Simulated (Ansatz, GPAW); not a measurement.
Given: the input of a run of GPAW 26.7.0 (ASE script) on TaN. The cell comes from a database or a generator and needn't be the stable form of this composition.

run.py

```python
from ase.dft.bandgap import bandgap
from ase.io import read, write
from ase.units import GPa
from gpaw import GPAW, PW

atoms = read('TaN.xyz')

calc = GPAW(mode=PW(800),
            xc='PBE',
            kpts={'size': (10, 10, 10), 'gamma': True},
            occupations={'name': 'methfessel-paxton', 'order': 0, 'width': 0.024},
            nbands=19,
            convergence={'density': 1e-05, 'energy': 1e-05},
            maxiter=150,
            txt='gpaw.txt')
atoms.calc = calc
energy = atoms.get_potential_energy()
forces = atoms.get_forces()
stress = atoms.get_stress()
calc.write('gs.gpw')
write('result.traj', atoms)
print(f'Energy: {energy:.6f} eV')
print('Forces (eV/A):')
print(forces.round(4))
print('Stress (GPa):', (stress / GPa).round(3))
print('Fermi level:', round(calc.get_fermi_level(), 4), 'eV')
print(f'Gap: {bandgap(calc)[0]:.4f} eV, direct: {bandgap(calc, direct=True)[0]:.4f} eV')
```

The input TaN.xyz:

```xyz
2
Lattice="0.0000000000 2.2113230000 2.2113230000 2.2113230000 0.0000000000 2.2113230000 2.2113230000 2.2113230000 0.0000000000" Properties=species:S:1:pos:R:3 pbc="T T T"
Ta     2.2113230000      2.2113230000      2.2113230000
N      0.0000000000      0.0000000000      0.0000000000
```

Potentials or basis: GPAW PAW data sets (gpaw-data 1.2.1), pw.

Launch:

```bash
$ OMP_NUM_THREADS=1 python run.py
```

Problem. Translate it to Ansatz 0.2.0. Potentials or basis there: Ansatz PAW, cutoff 420 eV.

Solution. As run (cutoffs and basis follow the program's own potentials, and thresholds, step limits or extra output files can differ):

input.yaml

```yaml
crystal:
  lattice:
    - [0.0, 2.211323, 2.211323]
    - [2.211323, 0.0, 2.211323]
    - [2.211323, 2.211323, 0.0]
  atoms:
    - { symbol: Ta, position: [0.5, 0.5, 0.5] }
    - { symbol: "N", position: [0.0, 0.0, 0.0] }
hamiltonian:
  xc: pbe
  pseudopotentials: { kind: paw }
kpoints:
  mp_grid: { grid: [10, 10, 10] }
scf:
  occupations: { method: gaussian, width: 0.024 }
output:
  forces: true
  stress: true
  eigenvalues: true
```

Potentials or basis: Ansatz PAW.

Command:

```bash
$ ansatz run input.yaml --threads 2 --pin off --max-ram 5632MiB --backend cpu --events-out ev --progress --plain --runs-dir out
```

Both were run:

|  | GPAW | Ansatz |
| --- | --- | --- |
| Pressure | -1.6 GPa | -1.4 GPa |

Ansatz's pressure holds a Pulay term of +0.49 GPa for its cutoff of 420 eV, which the other run lacks.

Where Ansatz's input types no cutoff or centring, it takes its own default and a Γ-centred mesh.

Pressure is positive in compression.
